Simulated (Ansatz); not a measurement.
Ta under changes of volume

One of the cells (18.819 Å³/atom); the others are scaled copies at fixed shape and fractional positions:

```
Ta
1.0
     2.90037    0.00000    0.00000
    -1.45019    2.51180    0.00000
     0.00000    0.00000    5.16627
Ta
2
Direct
  0.33333 0.66667 0.25000
  0.66667 0.33333 0.75000
```

This isn't the form of Ta at room conditions, which is bcc.

```yaml
Program: Ansatz 0.2.0
Functional: PBEsol
Potentials_or_basis: all-electron LAPW, scalar-relativistic
Cutoff: 252 eV (chosen from the basis error)
Basis_error_allowed: 0.001 eV/atom
k_mesh: 11 × 11 × 5
Occupations: fermi-dirac, width 0.05 eV
Spin: no spin polarisation
```

```csv
volume (Å³/atom),energy over the lowest point (meV/atom),pressure (GPa)
17.689,?,?
18.066,0.00,0.3
18.442,4.29,-3.7
18.819,17.57,-7.3
19.195,38.96,-10.6
19.571,67.68,-13.6
19.948,103.01,-16.3
```

Task: What does the run at 17.689 Å³/atom give?

Result: Energy over the lowest point 5.64 meV/atom; pressure 4.8 GPa.

Worked out: A Birch-Murnaghan fit of order 3 (a polynomial in V^(-2/3)) to the other rows has its minimum at 18.09 Å³/atom with B0 = V·E''(V) = 204 GPa and B' = 4.1 at fixed shape and positions, which overstates the stiffness. It gives 5.77 meV/atom at 17.689 Å³/atom, against the run's 5.64, and -dE/dV = 4.7 GPa, against 4.8.

Energies are extrapolated to zero smearing.

The runs don't all hold the same shells in valence.
